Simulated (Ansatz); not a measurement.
# SnSe: input, output and frames of a trajectory

Theory: DFT PBE+D3(BJ), scalar-relativistic, plane waves, PAW in Ansatz. Cutoff 420 eV, shifted (0.5, 0.5, 0.0 steps) 2×2×1 k-points, Fermi–Dirac smearing of 0.16 eV. The mesh is coarse. No spin polarisation.

16 atoms, starting at 1.06 times the perfect crystal's volume (space group P4/nmm, the cell as given, not relaxed at this level); Nosé–Hoover thermostat at 1800 K, fixed cell; 31 steps of 3 fs. The run is short and not equilibrated.

The run converged.

The run took 81 s on 4 threads of Intel(R) Xeon(R) 6975P-C (Granite Rapids), on a shared host, peak memory 1.7 GiB.

Command:
```bash
ansatz run input.yaml --threads 4 --pin off --max-ram 5120MiB --backend cpu --events-out ev --progress --plain --runs-dir out
```

Input:
```yaml
crystal:
  lattice:
    - [0.0, 8.7387495696, 0.0]
    - [-8.7387495696, 0.0, 0.0]
    - [0.0, 0.0, 11.206250623]
  atoms:
    - { symbol: Sn, position: [0.0, 0.25, 0.37222911] }
    - { symbol: Sn, position: [0.5, 0.25, 0.37222911] }
    - { symbol: Sn, position: [0.0, 0.75, 0.37222911] }
    - { symbol: Sn, position: [0.5, 0.75, 0.37222911] }
    - { symbol: Sn, position: [0.25, 0.5, 0.62777089] }
    - { symbol: Sn, position: [0.75, 0.5, 0.62777089] }
    - { symbol: Sn, position: [0.25, 0.0, 0.62777089] }
    - { symbol: Sn, position: [0.75, 0.0, 0.62777089] }
    - { symbol: Se, position: [0.0, 0.25, 0.61603949] }
    - { symbol: Se, position: [0.5, 0.25, 0.61603949] }
    - { symbol: Se, position: [0.0, 0.75, 0.61603949] }
    - { symbol: Se, position: [0.5, 0.75, 0.61603949] }
    - { symbol: Se, position: [0.25, 0.5, 0.38396051] }
    - { symbol: Se, position: [0.75, 0.5, 0.38396051] }
    - { symbol: Se, position: [0.25, 0.0, 0.38396051] }
    - { symbol: Se, position: [0.75, 0.0, 0.38396051] }
basis:
  ecutwfc: 420
kpoints:
  mp_grid: { grid: [2, 2, 1], shift: [0.5, 0.5, 0.0] }
hamiltonian:
  xc: pbe
  dispersion: d3bj
scf:
  occupations: { method: fermi_dirac, width: 0.1551 }
  lower_state_search: "off"
  convergence: { dr2_threshold: 1.0e-07 }
output:
  forces: true
  stress: true
md:
  timestep: 3.0
  n_steps: 31
  ensemble: nvt_nose_hoover
  temperature: 1800.0
  initial_velocities: maxwell_boltzmann
  seed: 29379
```

Output (its end):
```
...
SCF converged after 8 iterations
Free energy (F): -91954.542875 eV
Harris-Foulkes:  -91954.542875 eV  (|F-HF|=1.25e-9)
Internal energy: -91954.481684 eV  (E = F + TS)
E sigma→0 (E₀):  -91954.512280 eV
Entropy (-TS):   -0.061191 eV (-3.824 meV/atom)
Fermi energy:    2.663361 eV
--- Per-component energies (eV) ---
  E_band       = -5353.987272
  E_kinetic    = 2430.803678
  E_local      = -66805.177823  (includes V_loc(G=0)·N_el)
  E_nonlocal   = -5028.543957
  E_hartree    = 33327.310271
  E_xc         = -3897.192597
  E_vxc        = -1553.993056  (∫ρ·V_xc dr)
  E_paw        = -48357.060959  (= ΣΔE_a)
  E_vpaw       = -1051.692312  (= ΣTr[D̂ρ^β])
  E_aug_tail   = -0.004748  (compensation charges beyond the density's cutoff)
  E_ewald      = -3620.783213
  E_disp       = -3.832337  (pairwise vdW)
  E_smearing   = -0.061191  (= −TS)
  E_closure    = -0.000000  (closes the sum)
  Σ components = -91954.542875   (vs F -91954.542875, Δ=0.00e0)
--- Forces (eV/Å), atoms counted from 1 ---
  atom   1  Sn    -0.31078145     0.71222497    -0.50287850
  atom   2  Sn     0.52534436     0.35583409    -0.27285469
  atom   3  Sn     1.25605115     0.42340899    -0.18924683
  atom   4  Sn     0.03866740    -0.16994950     0.09084903
  atom   5  Sn    -0.10382486     0.00956043     0.15243584
  atom   6  Sn    -0.16334231    -1.24933898     0.35471764
  atom   7  Sn    -0.26746639     0.08752560    -0.16926280
  atom   8  Sn    -0.06927168     0.44164429     0.07122095
  atom   9  Se     0.03023681     0.17069595    -0.15312872
  atom  10  Se     0.13694113     0.62817090    -0.03911450
  atom  11  Se    -0.38477910     0.29812334    -0.12782599
  atom  12  Se    -0.06540758    -0.59874510     0.49912092
  atom  13  Se     0.25799104    -0.94724272     0.12679800
  atom  14  Se    -0.01472495     0.15226999     0.23493877
  atom  15  Se    -0.04807266     0.83968732    -0.29591901
  atom  16  Se    -0.81756911    -1.15385934     0.22015622
  max |Σ_I F_I| component: 1.03e-5 eV/Å
--- Stress (GPa, compression-positive) ---
        1.064592      -0.281496      -0.490251
       -0.281496       1.311339       0.106179
       -0.490251       0.106179       0.029096
  P = ⅓ Tr σ = 0.8017 GPa (8.017 kbar)
--- MD trajectory: 31 steps, t = 0.0 → 93.0 fs ---
  final state: T = 1074.3 K   F+E_penalty+E_count = -91954.54287501 eV   E_kin = 2.082944 eV
  conserved energy: peak-to-peak 1.535e-3 eV (9.592e-5 eV/atom) over 93.0 fs
```

Frames along the run (Å, eV/Å; dE is the potential energy from the first frame):

```xyz
16
Lattice="0.000 8.739 0.000 -8.739 0.000 0.000 0.000 0.000 11.206" Properties=species:S:1:pos:R:3:forces:R:3 pbc="T T T" time_fs=0.00 dE_eV=0.0000 T_K=1800
Sn   -2.185    0.000    4.171    0.000    0.000    0.188
Sn   -2.185    4.369    4.171    0.000    0.000    0.188
Sn   -6.554    0.000    4.171    0.000    0.000    0.188
Sn   -6.554    4.369    4.171    0.000    0.000    0.188
Sn   -4.369    2.185    7.035    0.000    0.000   -0.188
Sn   -4.369    6.554    7.035    0.000    0.000   -0.188
Sn    0.000    2.185    7.035    0.000    0.000   -0.188
Sn    0.000    6.554    7.035    0.000    0.000   -0.188
Se   -2.185    0.000    6.903    0.000    0.000   -0.189
Se   -2.185    4.369    6.903    0.000    0.000   -0.189
Se   -6.554    0.000    6.903    0.000    0.000   -0.189
Se   -6.554    4.369    6.903    0.000    0.000   -0.189
Se   -4.369    2.185    4.303    0.000    0.000    0.190
Se   -4.369    6.554    4.303    0.000    0.000    0.190
Se    0.000    2.185    4.303    0.000    0.000    0.190
Se    0.000    6.554    4.303    0.000    0.000    0.190
16
Lattice="0.000 8.739 0.000 -8.739 0.000 0.000 0.000 0.000 11.206" Properties=species:S:1:pos:R:3:forces:R:3 pbc="T T T" time_fs=6.00 dE_eV=0.0151 T_K=1792
Sn   -2.179   -0.006    4.190    0.023   -0.012    0.237
Sn   -2.222    4.337    4.185   -0.010    0.013    0.062
Sn   -6.577   -0.016    4.173   -0.050   -0.013    0.262
Sn   -6.565    4.384    4.141    0.017   -0.011    0.259
Sn   -4.376    2.190    7.009   -0.025   -0.024    0.025
Sn   -4.346    6.588    7.021   -0.063   -0.024   -0.215
Sn    0.021    2.184    7.046   -0.004    0.018   -0.115
Sn   -0.015    6.522    7.042    0.050    0.005   -0.247
Se   -2.183    0.014    6.941   -0.034    0.014   -0.285
Se   -2.182    4.317    6.891    0.069    0.139   -0.071
Se   -6.531   -0.007    6.921    0.022   -0.018   -0.267
Se   -6.547    4.413    6.879   -0.041   -0.055   -0.216
Se   -4.376    2.245    4.317    0.017   -0.083   -0.008
Se   -4.348    6.543    4.274    0.003    0.005    0.246
Se    0.007    2.156    4.333    0.045    0.029    0.092
Se    0.006    6.587    4.296   -0.021    0.017    0.241
16
Lattice="0.000 8.739 0.000 -8.739 0.000 0.000 0.000 0.000 11.206" Properties=species:S:1:pos:R:3:forces:R:3 pbc="T T T" time_fs=15.00 dE_eV=0.1093 T_K=1744
Sn   -2.169   -0.014    4.219    0.053   -0.025    0.280
Sn   -2.278    4.288    4.205    0.044    0.097   -0.172
Sn   -6.613   -0.041    4.177   -0.090   -0.013    0.340
Sn   -6.580    4.405    4.097    0.034   -0.021    0.357
Sn   -4.387    2.199    6.972   -0.068   -0.072    0.418
Sn   -4.310    6.638    6.998   -0.154   -0.066   -0.230
Sn    0.052    2.182    7.062   -0.013    0.045    0.007
Sn   -0.037    6.474    7.052    0.118    0.011   -0.321
Se   -2.181    0.035    6.994   -0.070    0.027   -0.404
Se   -2.176    4.239    6.871    0.187    0.347    0.159
Se   -6.495   -0.019    6.945    0.044   -0.046   -0.356
Se   -6.538    4.478    6.841   -0.112   -0.136   -0.241
Se   -4.386    2.335    4.338   -0.027   -0.256   -0.374
Se   -4.315    6.526    4.234    0.000    0.020    0.313
Se    0.018    2.114    4.380    0.115    0.074   -0.072
Se    0.015    6.636    4.288   -0.062    0.013    0.297
16
Lattice="0.000 8.739 0.000 -8.739 0.000 0.000 0.000 0.000 11.206" Properties=species:S:1:pos:R:3:forces:R:3 pbc="T T T" time_fs=21.00 dE_eV=0.2264 T_K=1684
Sn   -2.163   -0.020    4.240    0.065   -0.027    0.289
Sn   -2.315    4.256    4.218    0.159    0.220   -0.353
Sn   -6.637   -0.058    4.181   -0.077    0.014    0.369
Sn   -6.591    4.420    4.068    0.038   -0.024    0.412
Sn   -4.394    2.204    6.948   -0.102   -0.113    0.707
Sn   -4.287    6.672    6.982   -0.210   -0.101   -0.225
Sn    0.072    2.181    7.072   -0.020    0.064    0.091
Sn   -0.051    6.442    7.057    0.155    0.015   -0.361
Se   -2.180    0.050    7.027   -0.081    0.025   -0.467
Se   -2.172    4.189    6.859    0.278    0.483    0.336
Se   -6.471   -0.026    6.960    0.047   -0.067   -0.398
Se   -6.532    4.520    6.814   -0.168   -0.185   -0.246
Se   -4.393    2.393    4.350   -0.134   -0.425   -0.636
Se   -4.293    6.515    4.208   -0.008    0.039    0.345
Se    0.026    2.086    4.411    0.162    0.105   -0.188
Se    0.021    6.669    4.284   -0.106   -0.023    0.325
16
Lattice="0.000 8.739 0.000 -8.739 0.000 0.000 0.000 0.000 11.206" Properties=species:S:1:pos:R:3:forces:R:3 pbc="T T T" time_fs=30.00 dE_eV=0.4859 T_K=1552
Sn   -2.153   -0.029    4.272    0.066   -0.017    0.274
Sn   -2.369    4.209    4.235    0.489    0.521   -0.634
Sn   -6.673   -0.082    4.189    0.019    0.108    0.380
Sn   -6.606    4.441    4.028    0.034   -0.027    0.477
Sn   -4.405    2.212    6.916   -0.155   -0.185    1.108
Sn   -4.254    6.721    6.957   -0.284   -0.168   -0.195
Sn    0.103    2.180    7.089   -0.033    0.093    0.208
Sn   -0.072    6.394    7.063    0.192    0.017   -0.400
Se   -2.179    0.072    7.073   -0.085    0.016   -0.538
Se   -2.162    4.118    6.844    0.419    0.663    0.597
Se   -6.435   -0.039    6.978    0.041   -0.092   -0.437
Se   -6.524    4.583    6.772   -0.250   -0.258   -0.234
Se   -4.404    2.477    4.363   -0.442   -0.770   -0.982
Se   -4.260    6.498    4.173   -0.025    0.081    0.377
Se    0.040    2.044    4.455    0.228    0.161   -0.359
Se    0.028    6.718    4.281   -0.214   -0.143    0.354
16
Lattice="0.000 8.739 0.000 -8.739 0.000 0.000 0.000 0.000 11.206" Properties=species:S:1:pos:R:3:forces:R:3 pbc="T T T" time_fs=36.00 dE_eV=0.7063 T_K=1442
Sn   -2.146   -0.035    4.295    0.055    0.001    0.248
Sn   -2.404    4.180    4.244    0.819    0.792   -0.802
Sn   -6.697   -0.098    4.195    0.140    0.208    0.366
Sn   -6.616    4.455    4.003    0.027   -0.031    0.505
Sn   -4.413    2.216    6.899   -0.189   -0.233    1.307
Sn   -4.233    6.754    6.939   -0.325   -0.225   -0.163
Sn    0.124    2.180    7.100   -0.045    0.112    0.271
Sn   -0.085    6.362    7.066    0.202    0.017   -0.410
Se   -2.178    0.086    7.101   -0.084    0.012   -0.569
Se   -2.154    4.074    6.837    0.504    0.757    0.742
Se   -6.411   -0.047    6.988    0.033   -0.097   -0.447
Se   -6.521    4.623    6.742   -0.295   -0.307   -0.211
Se   -4.414    2.529    4.366   -0.747   -1.056   -1.133
Se   -4.238    6.488    4.151   -0.034    0.116    0.389
Se    0.050    2.018    4.483    0.263    0.205   -0.460
Se    0.032    6.750    4.281   -0.322   -0.271    0.367
16
Lattice="0.000 8.739 0.000 -8.739 0.000 0.000 0.000 0.000 11.206" Properties=species:S:1:pos:R:3:forces:R:3 pbc="T T T" time_fs=42.00 dE_eV=0.9486 T_K=1322
Sn   -2.139   -0.041    4.319    0.036    0.028    0.213
Sn   -2.437    4.152    4.252    1.212    1.089   -0.934
Sn   -6.721   -0.114    4.203    0.304    0.335    0.338
Sn   -6.626    4.469    3.980    0.018   -0.038    0.519
Sn   -4.422    2.220    6.885   -0.218   -0.274    1.421
Sn   -4.213    6.785    6.921   -0.359   -0.293   -0.125
Sn    0.144    2.180    7.113   -0.060    0.129    0.315
Sn   -0.097    6.330    7.067    0.200    0.015   -0.409
Se   -2.179    0.101    7.126   -0.080    0.014   -0.587
Se   -2.143    4.034    6.833    0.571    0.827    0.840
Se   -6.386   -0.056    6.995    0.023   -0.090   -0.446
Se   -6.519    4.662    6.712   -0.330   -0.354   -0.176
Se   -4.427    2.577    4.364   -1.105   -1.366   -1.195
Se   -4.217    6.478    4.131   -0.038    0.155    0.395
Se    0.061    1.992    4.508    0.285    0.255   -0.544
Se    0.034    6.781    4.283   -0.460   -0.433    0.375
16
Lattice="0.000 8.739 0.000 -8.739 0.000 0.000 0.000 0.000 11.206" Properties=species:S:1:pos:R:3:forces:R:3 pbc="T T T" time_fs=51.00 dE_eV=1.3023 T_K=1152
Sn   -2.128   -0.050    4.355   -0.011    0.087    0.143
Sn   -2.478    4.118    4.257    1.796    1.479   -1.028
Sn   -6.754   -0.135    4.216    0.614    0.555    0.272
Sn   -6.641    4.490    3.947    0.006   -0.057    0.511
Sn   -4.436    2.224    6.873   -0.241   -0.304    1.416
Sn   -4.184    6.832    6.893   -0.392   -0.419   -0.060
Sn    0.175    2.181    7.134   -0.089    0.150    0.335
Sn   -0.115    6.283    7.067    0.175    0.016   -0.388
Se   -2.179    0.123    7.159   -0.068    0.028   -0.589
Se   -2.122    3.980    6.834    0.626    0.885    0.880
Se   -6.349   -0.071    7.003    0.000   -0.056   -0.426
Se   -6.518    4.717    6.665   -0.356   -0.417   -0.099
Se   -4.457    2.636    4.352   -1.615   -1.786   -1.118
Se   -4.184    6.464    4.105   -0.031    0.216    0.394
Se    0.081    1.956    4.543    0.295    0.342   -0.624
Se    0.034    6.824    4.289   -0.708   -0.719    0.381
16
Lattice="0.000 8.739 0.000 -8.739 0.000 0.000 0.000 0.000 11.206" Properties=species:S:1:pos:R:3:forces:R:3 pbc="T T T" time_fs=57.00 dE_eV=1.4915 T_K=1066
Sn   -2.121   -0.056    4.380   -0.052    0.139    0.085
Sn   -2.500    4.100    4.257    2.059    1.616   -1.013
Sn   -6.775   -0.147    4.226    0.839    0.697    0.217
Sn   -6.651    4.504    3.927    0.001   -0.074    0.486
Sn   -4.447    2.225    6.870   -0.241   -0.298    1.309
Sn   -4.167    6.861    6.875   -0.400   -0.518   -0.013
Sn    0.195    2.182    7.149   -0.114    0.159    0.315
Sn   -0.126    6.250    7.066    0.146    0.024   -0.362
Se   -2.180    0.138    7.178   -0.057    0.045   -0.571
Se   -2.105    3.948    6.839    0.626    0.896    0.833
Se   -6.324   -0.081    7.006   -0.023   -0.019   -0.402
Se   -6.519    4.752    6.632   -0.356   -0.454   -0.031
Se   -4.485    2.667    4.337   -1.814   -1.956   -0.979
Se   -4.163    6.456    4.089   -0.019    0.251    0.386
Se    0.095    1.933    4.562    0.286    0.408   -0.642
Se    0.030    6.849    4.294   -0.880   -0.916    0.380
16
Lattice="0.000 8.739 0.000 -8.739 0.000 0.000 0.000 0.000 11.206" Properties=species:S:1:pos:R:3:forces:R:3 pbc="T T T" time_fs=63.00 dE_eV=1.6186 T_K=1014
Sn   -2.114   -0.061    4.405   -0.100    0.204    0.014
Sn   -2.516    4.086    4.254    2.133    1.606   -0.941
Sn   -6.793   -0.158    4.237    1.052    0.809    0.154
Sn   -6.661    4.517    3.909    0.000   -0.096    0.446
Sn   -4.458    2.226    6.870   -0.230   -0.271    1.143
Sn   -4.150    6.889    6.856   -0.394   -0.628    0.038
Sn    0.214    2.184    7.164   -0.142    0.163    0.269
Sn   -0.137    6.218    7.063    0.110    0.042   -0.324
Se   -2.182    0.154    7.195   -0.044    0.068   -0.536
Se   -2.085    3.921    6.849    0.596    0.887    0.736
Se   -6.299   -0.091    7.008   -0.056    0.029   -0.371
Se   -6.522    4.785    6.600   -0.342   -0.486    0.048
Se   -4.522    2.689    4.318   -1.813   -1.989   -0.796
Se   -4.142    6.449    4.075   -0.006    0.276    0.374
Se    0.111    1.912    4.579    0.265    0.480   -0.630
Se    0.022    6.870    4.302   -1.030   -1.094    0.374
16
Lattice="0.000 8.739 0.000 -8.739 0.000 0.000 0.000 0.000 11.206" Properties=species:S:1:pos:R:3:forces:R:3 pbc="T T T" time_fs=72.00 dE_eV=1.6940 T_K=1001
Sn   -2.104   -0.068    4.444   -0.177    0.325   -0.116
Sn   -2.528    4.075    4.244    1.859    1.332   -0.762
Sn   -6.815   -0.169    4.254    1.292    0.873    0.053
Sn   -6.677    4.538    3.883    0.005   -0.129    0.360
Sn   -4.476    2.226    6.878   -0.196   -0.201    0.835
Sn   -4.127    6.928    6.827   -0.358   -0.810    0.122
Sn    0.244    2.187    7.190   -0.185    0.157    0.162
Sn   -0.153    6.170    7.057    0.048    0.099   -0.245
Se   -2.184    0.177    7.215   -0.022    0.108   -0.453
Se   -2.049    3.886    6.869    0.502    0.842    0.527
Se   -6.262   -0.106    7.006   -0.127    0.114   -0.311
Se   -6.530    4.831    6.551   -0.294   -0.527    0.183
Se   -4.591    2.706    4.283   -1.410   -1.790   -0.491
Se   -4.109    6.441    4.057    0.011    0.284    0.346
Se    0.138    1.884    4.599    0.212    0.599   -0.565
Se    0.001    6.892    4.316   -1.159   -1.275    0.354
16
Lattice="0.000 8.739 0.000 -8.739 0.000 0.000 0.000 0.000 11.206" Properties=species:S:1:pos:R:3:forces:R:3 pbc="T T T" time_fs=78.00 dE_eV=1.6983 T_K=1022
Sn   -2.097   -0.071    4.469   -0.225    0.422   -0.218
Sn   -2.529    4.072    4.234    1.496    1.046   -0.621
Sn   -6.825   -0.173    4.266    1.368    0.824   -0.016
Sn   -6.687    4.551    3.867    0.012   -0.148    0.289
Sn   -4.489    2.225    6.886   -0.168   -0.143    0.620
Sn   -4.113    6.952    6.808   -0.316   -0.938    0.184
Sn    0.263    2.190    7.208   -0.213    0.146    0.072
Sn   -0.163    6.138    7.053    0.007    0.164   -0.173
Se   -2.185    0.194    7.227   -0.007    0.134   -0.378
Se   -2.023    3.868    6.885    0.414    0.795    0.366
Se   -6.237   -0.115    7.004   -0.190    0.174   -0.265
Se   -6.536    4.860    6.519   -0.244   -0.551    0.278
Se   -4.647    2.707    4.257   -0.954   -1.555   -0.289
Se   -4.087    6.437    4.047    0.016    0.266    0.321
Se    0.157    1.869    4.610    0.158    0.679   -0.498
Se   -0.019    6.900    4.328   -1.154   -1.316    0.329
16
Lattice="0.000 8.739 0.000 -8.739 0.000 0.000 0.000 0.000 11.206" Properties=species:S:1:pos:R:3:forces:R:3 pbc="T T T" time_fs=87.00 dE_eV=1.7084 T_K=1060
Sn   -2.089   -0.074    4.507   -0.285    0.591   -0.387
Sn   -2.523    4.073    4.217    0.885    0.604   -0.408
Sn   -6.832   -0.175    4.283    1.346    0.619   -0.121
Sn   -6.703    4.570    3.844    0.027   -0.166    0.171
Sn   -4.510    2.222    6.901   -0.127   -0.050    0.321
Sn   -4.093    6.982    6.781   -0.231   -1.130    0.284
Sn    0.290    2.195    7.236   -0.249    0.115   -0.074
Sn   -0.179    6.089    7.044   -0.046    0.310   -0.037
Se   -2.188    0.221    7.241    0.016    0.163   -0.247
Se   -1.979    3.846    6.913    0.256    0.703    0.118
Se   -6.202   -0.128    6.998   -0.303    0.256   -0.186
Se   -6.548    4.898    6.473   -0.145   -0.582    0.417
Se   -4.738    2.697    4.214   -0.198   -1.174   -0.019
Se   -4.054    6.433    4.034    0.006    0.208    0.273
Se    0.187    1.851    4.622    0.046    0.787   -0.379
Se   -0.059    6.902    4.349   -0.998   -1.255    0.273
16
Lattice="0.000 8.739 0.000 -8.739 0.000 0.000 0.000 0.000 11.206" Properties=species:S:1:pos:R:3:forces:R:3 pbc="T T T" time_fs=93.00 dE_eV=1.7492 T_K=1074
Sn   -2.085   -0.074    4.531   -0.311    0.712   -0.503
Sn   -2.516    4.076    4.203    0.525    0.356   -0.273
Sn   -6.832   -0.175    4.295    1.256    0.423   -0.189
Sn   -6.713    4.582    3.829    0.039   -0.170    0.091
Sn   -4.525    2.221    6.913   -0.104    0.010    0.152
Sn   -4.080    6.999    6.763   -0.163   -1.249    0.355
Sn    0.308    2.199    7.254   -0.267    0.088   -0.169
Sn   -0.190    6.058    7.039   -0.069    0.442    0.071
Se   -2.190    0.239    7.250    0.030    0.171   -0.153
Se   -1.947    3.835    6.933    0.137    0.628   -0.039
Se   -6.179   -0.135    6.993   -0.385    0.298   -0.128
Se   -6.558    4.921    6.443   -0.065   -0.599    0.499
Se   -4.802    2.683    4.185    0.258   -0.947    0.127
Se   -4.031    6.432    4.026   -0.015    0.152    0.235
Se    0.208    1.843    4.628   -0.048    0.840   -0.296
Se   -0.092    6.896    4.364   -0.818   -1.154    0.220
```